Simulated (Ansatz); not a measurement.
# GaSe: the cost of one run

Method: DFT PBE+D3(BJ), scalar-relativistic, plane waves, PAW, in Ansatz 0.2.0.

That is the level of the relaxation; later steps name their own.

## Step 1: The structure to begin with

It takes space group P6_3/mmc (No. 194, hexagonal). The conventional cell has a = 3.722 Å, b = 3.722 Å, c = 16.092 Å, α = 90.00°, β = 90.00°, γ = 120.00°. Around Ga (site symmetry 3m) lie 3 Se at 2.43 Å and 1 Ga at 2.57 Å. Se (site symmetry 3m) is surrounded by 3 Ga at 2.43 Å.

Structure file:

```
CELL_PARAMETERS angstrom
3.72186 0.00000 0.00000
-1.86093 3.22323 0.00000
0.00000 0.00000 16.09173
ATOMIC_POSITIONS crystal
Ga 0.33333 0.66667 0.17000
Ga 0.66667 0.33333 0.67000
Ga 0.33333 0.66667 0.33000
Ga 0.66667 0.33333 0.83000
Se 0.33333 0.66667 0.60000
Se 0.66667 0.33333 0.10000
Se 0.33333 0.66667 0.90000
Se 0.66667 0.33333 0.40000
```

(A quick probe on a coarse mesh, which set the mesh and smearing, is not shown.)

## Step 3: Rough relaxation on the coarse mesh

Input file input.yaml:

```yaml
crystal:
  lattice:
    - [3.72186203, 0.0, 0.0]
    - [-1.86093102, 3.22322707, 0.0]
    - [0.0, 0.0, 16.09173265]
  atoms:
    - { symbol: Ga, position: [0.33333333, 0.66666667, 0.17] }
    - { symbol: Ga, position: [0.66666667, 0.33333333, 0.67] }
    - { symbol: Ga, position: [0.33333333, 0.66666667, 0.33] }
    - { symbol: Ga, position: [0.66666667, 0.33333333, 0.83] }
    - { symbol: Se, position: [0.33333333, 0.66666667, 0.6] }
    - { symbol: Se, position: [0.66666667, 0.33333333, 0.1] }
    - { symbol: Se, position: [0.33333333, 0.66666667, 0.9] }
    - { symbol: Se, position: [0.66666667, 0.33333333, 0.4] }
basis:
  ecutwfc: 420
kpoints:
  mp_grid: { grid: [6, 6, 2] }
hamiltonian:
  xc: pbe
  dispersion: d3bj
scf:
  occupations: { method: gaussian, width: 0.1 }
output:
  forces: true
  stress: true
  eigenvalues: true
relax:
  adjacent_minimum: "off"
  f_tol: 0.05
  max_steps: 80
  cell: { stress_tol: 0.5 }
```

Command:

```
$ ansatz run input.yaml --threads 4 --pin off --max-ram 10240MiB --backend cpu --events-out ev --progress --plain --runs-dir out
```

**Question.** How long does this run take on 4 threads of Arm Neoverse V2, shared host, and how much memory does it need?

About 12 s, with a peak of 0.71 GiB.
